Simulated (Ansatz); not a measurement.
Cubic perovskite BaSnO3, treated with r²SCAN+rVV10 in Ansatz (plane waves, PAW).

Run with plane-wave cutoff 560 eV, 8×8×8 k mesh, Fermi–Dirac smearing 0.01 eV, scalar-relativistic PAW data made under PBE.

Energies at three volumes about the minimum:

```csv
V (Å³/atom),E − E_lowest (meV/atom)
13.690,2.96
13.969,0.00
14.249,2.74
```

**Question.** Fit a parabola by hand: where is the minimum, what lattice constant follows, and what is the bulk modulus?

**Answer.** Slopes: (0.00 − 2.96)/(13.969 − 13.690) = -10.609 and (2.74 − 0.00)/(14.249 − 13.969) = 9.786 meV/Å³. Curvature E″ = 2 × (9.786 − (-10.609))/(14.249 − 13.690) = 72.970 meV/Å⁶. From the middle of the first interval, the slope vanishes at V0 = 13.8295 − (-10.609)/72.970 = 13.975 Å³/atom. B = V0 E″ = 13.975 × 72.970 meV/Å³ × 0.1602 GPa per meV/Å³ = 163 GPa. With 5 atoms in the cube, a = (5 × 13.975)^(1/3) = 4.119 Å. The full Birch–Murnaghan fit to all volumes gives V0 = 13.969 Å³/atom and B0 = 163 GPa.

Measured, for comparison: lattice constant a 4.116 Å (temperature not stated, not corrected to a static lattice; as tabulated in Lee et al. (2017), arXiv:1707.09778).

Ansatz is a first-principles code.
